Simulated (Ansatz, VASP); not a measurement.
## BaZrO3: VASP beside Ansatz

```
CELL_PARAMETERS angstrom
4.22681 0.00000 0.00000
0.00000 4.22681 0.00000
0.00000 0.00000 4.22681
ATOMIC_POSITIONS crystal
Ba 0.00000 0.00000 0.00000
Zr 0.50000 0.50000 0.50000
O 0.50000 0.00000 0.50000
O 0.50000 0.50000 0.00000
O 0.00000 0.50000 0.50000
```

Alike in both runs: functional PBE; k mesh 6 × 6 × 6; occupations gaussian, width 0.02 eV; no spin polarisation.

Ansatz relaxed the structure, and its values are those at the end. VASP's run is a single point on that final structure, the one shown.

|  | VASP | Ansatz |
| --- | --- | --- |
| version | VASP 6.6.1 | Ansatz 0.2.0 |
| potentials or method | VASP PAW PBE potentials, release 64 (Ba_sv, Zr_sv, O) | scalar-relativistic, plane waves, PAW |
| plane-wave cutoff (eV) | 520 | 420 |
| valence electrons in the cell | 40 | 40 |

Ansatz gave:

| Property | Result |
| --- | --- |
| gap on the k mesh at the Fermi level (eV) | 3.18 |
| least direct gap on the mesh (eV) | 3.40 |
| pressure (GPa) | 0.0 |

Question: What did VASP give for the same quantities?

Answer: gap on the k mesh at the Fermi level (eV): 3.13; least direct gap on the mesh (eV): 3.38; pressure (GPa): 1.0.

Caveats: spin-orbit coupling is left out, which moves the levels of the heavy elements. A k mesh can miss the band edges.
